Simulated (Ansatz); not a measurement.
# Y under changes of volume

One of the cells (33.012 Å³/atom); the others are scaled copies at fixed shape and fractional positions:

```
Y
1.0
     3.64740    0.00000    0.00000
    -1.82370    3.15874    0.00000
     0.00000    0.00000    5.73060
Y
2
Direct
  0.66667 0.33333 0.75000
  0.33333 0.66667 0.25000
```

| Item | Value |
| --- | --- |
| Program | Ansatz 0.2.0 |
| Functional | LDA |
| Potentials or basis | Ansatz PAW |
| Cutoff | 420 eV (not typed: the program's choice for these potentials) |
| k mesh | 8 × 8 × 5 |
| Occupations | fermi-dirac, width 0.05 eV |
| Spin | no spin polarisation |

```tsv
volume (Å³/atom)	energy over the lowest point (meV/atom)	pressure (GPa)
31.031	0.00	-1.6
31.691	8.16	-2.4
32.351	19.46	-3.1
33.012	33.69	-3.8
33.672	?	?
34.332	70.07	-5.0
34.992	91.82	-5.5
```

**Question.** What does the run at 33.672 Å³/atom give?

**Answer.** Energy over the lowest point 50.62 meV/atom; pressure -4.4 GPa.

Worked out: A Birch-Murnaghan fit of order 3 (a polynomial in V^(-2/3)) to the other rows has no minimum within the range. It gives 50.63 meV/atom at 33.672 Å³/atom, against the run's 50.62, and -dE/dV = -4.4 GPa, against -4.4.

Energies are extrapolated to zero smearing.

Caveats: the PAW data sets come from PBE, with cores solved anew for the run's functional, which leaves a small shift of forces and pressure.
